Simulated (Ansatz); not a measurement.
ZrO$_{2}$ (fluorite, Fm-3m) at seven volumes, the program Ansatz at the r²SCAN level (PAW), scaled uniformly. One row is withheld.

| V (Å³/atom) | P (GPa) |
|---|---|
| 9.997 | 29.45 |
| 10.326 | 18.07 |
| 10.656 | 8.33 |
| 10.985 | -0.01 |
| 11.315 | -7.15 |
| 11.645 | -13.27 |
| 11.974 | ? |

**Question.** Fit the shown pressures and predict the withheld one.

**Answer.** P = (3/2)B₀(x^(7/2) − x^(5/2))[1 + (3/4)(B′ − 4)(x − 1)] with x = (V₀/V)^(2/3). Least squares on the six rows gives V₀ = 10.985 Å³/atom, B₀ = 257 GPa, B′ = 4.16. At V = 11.974, x = 0.9441 and P = -18.52 GPa. The run itself gave -18.51 GPa.

This is a known high-temperature phase of the composition, computed here at zero pressure and temperature. The r²SCAN relaxation kept the symmetry of its start; whether a distortion lowers the energy is not shown. The run is not spin-polarised.

Potentials: the later of the program's two PAW sets.
